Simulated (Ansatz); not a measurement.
## ZrN in Ansatz: convergence with k mesh

ZrN:

```
CELL_PARAMETERS angstrom
0.00000 2.30000 2.30000
2.30000 0.00000 2.30000
2.30000 2.30000 0.00000
ATOMIC_POSITIONS crystal
Zr 0.50000 0.50000 0.50000
N 0.00000 0.00000 0.00000
```

| Property | Result |
| --- | --- |
| Program | Ansatz 0.2.0 |
| Task | convergence study |
| Functional | PBE |
| Potentials or basis | PseudoDojo standard (PBE files) |
| Cutoff | 1143 eV |
| Density cutoff | 4572 eV |
| k mesh | 3 × 3 × 3 |
| Occupations | fermi-dirac, width 0.05 eV |
| Spin | spin-orbit coupling, no magnetisation |

These are the settings of the first run; the series varies k mesh, with any setting tied to it.

Hardware: 2 threads of Intel(R) Xeon(R) Platinum 8375C CPU @ 2.90GHz (Ice Lake), on a shared host.

```tsv
k mesh	energy less the tightest run, at zero smearing (meV/atom)	pressure (GPa)	SCF cycles	CPU time (s)	peak memory (GiB)
3 × 3 × 3	92.29	1.54	7	1.9	0.37
4 × 4 × 4	10.07	-0.24	7	3	0.39
5 × 5 × 5	-4.18	-0.59	7	2.6	0.4
6 × 6 × 6	-15.18	-0.71	7	5.2	0.43
7 × 7 × 7	8.25	-0.30	7	5.9	0.44
9 × 9 × 9	-1.78	-0.51	7	12	0.48
11 × 11 × 11	3.30	-0.45	6	17	0.53
14 × 14 × 14	2.15	-0.47	7	30	0.65
16 × 16 × 16	0.00	-0.51	7	34	0.76
```

Against the tightest run, the pressure stays within 0.1 GPa from 9 × 9 × 9 on. Not settled before the last step: the energy (to 1 meV/atom). Meshes of other sizes hit other points, so gaps and Fermi surfaces needn't settle smoothly. The tightest run that finished is the yardstick and may itself not be fully converged.
